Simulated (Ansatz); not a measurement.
Here is an Ansatz 0.2.0 calculation.

Contents of input.yaml:

```yaml
crystal:
  lattice:
    - [-1.582345, 1.582345, 1.582345]
    - [1.582345, -1.582345, 1.582345]
    - [1.582345, 1.582345, -1.582345]
  atoms:
    - { symbol: W, position: [0.0, 0.0, 0.0] }
hamiltonian:
  xc: lda
  pseudopotentials: { kind: paw }
kpoints:
  mp_grid: { grid: [12, 12, 12] }
scf:
  occupations: { method: fermi_dirac, width: 0.05 }
output:
  forces: true
  stress: true
  eigenvalues: true
relax:
  f_tol: 0.01
  max_steps: 40
  cell: { stress_tol: 0.05 }
```

Potentials or basis: Ansatz PAW.

The run is started by

```bash
$ ansatz run input.yaml --threads 2 --pin off --max-ram 5632MiB --backend cpu --events-out ev --progress --plain --runs-dir out
```

(1) Predict the relaxed volume.

(2) What does it give for the space group after relaxing (to 0.05 Å)?

## Answers

(1) 15.40 Å³/atom.

(2) Im-3m (No. 229).

Caveat: the PAW data sets come from PBE, with cores solved anew for the run's functional, which leaves a small shift of forces and pressure.
